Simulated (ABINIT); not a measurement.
Planning a run of ABINIT 10.8.3 on BeS (F-43m). The input:

```
acell 3*1.0 Angstrom
rprim 
  0.000000000000 2.425000000000 2.425000000000
  2.425000000000 -0.000000000000 2.425000000000
  2.425000000000 2.425000000000 -0.000000000000
ntypat 2
znucl 4 16
natom 2
typat 1 2
xred 
  0.000000000000 0.000000000000 0.000000000000
  0.250000000000 0.250000000000 0.250000000000
pp_dirpath "pseudos"
pseudos "Be.upf, S.upf"
ecut 38
ngkpt 4 4 4
nshiftk 1
shiftk 0 0 0
kptopt 1
chksymbreak 0
istwfk *1
occopt 1
irdwfk 1
optdriver 4
nband 26
gwcalctyp 28
ecutsigx 38
symsigma 0
nkptgw 8
kptgw 
  0.0000000000 0.0000000000 0.0000000000
  0.2500000000 0.0000000000 0.0000000000
  0.5000000000 0.0000000000 0.0000000000
  0.2500000000 0.2500000000 0.0000000000
  0.5000000000 0.2500000000 0.0000000000
  -0.2500000000 0.2500000000 0.0000000000
  0.5000000000 0.5000000000 0.0000000000
  -0.2500000000 0.5000000000 0.2500000000
bdgw 
  1 11
  1 11
  1 11
  1 11
  1 11
  1 11
  1 11
  1 11
ecuteps 4
irdscr 1
ppmodel 1
irdqps 1
rhoqpmix 0.3
indata_prefix "in"
outdata_prefix "out"
tmpdata_prefix "tmp"
```

The database entry behind the starting cell differs from later determinations by our own check (0.1 to 0.3 % short, probably kX units), so it need not match the best structure at ambient conditions.

```sh
OMP_NUM_THREADS=1 mpirun -n 4 abinit run.abi > log
```

**Question.** Estimate wall time and host memory on 4 MPI ranks of Arm Neoverse V1, shared host.

It took 16 s; on shared hardware allow 8.2 s to 33 s. Peak host memory was 0.63 GiB.

[Paths, hosts, dates, memory and timing lines, banners, echoed tables and standing remarks are left out of the program output.]

[Logs are printed without paths, hosts, clocks, repeated set-up lines and the standing remarks that a program may print on its own settings, such as how far it seeks lower states.]

[Runs of the session that timed out or met a known fault of the program may be left out.]

[Hosts, paths, dates, database ids (printed as entryN), source tags and the programs' standing remarks are cut or masked in the printed files.]

[G0W0 gaps are taken among the corrected bands and points alone; a level outside them can change the order at an edge.]

[Where Ansatz stands beside ABINIT at settings called matched, ABINIT's density can come from a denser mesh and the files from another edition; pairs whose starting gaps differed by over 0.03 eV were left out, so agreement reads better than it is.]
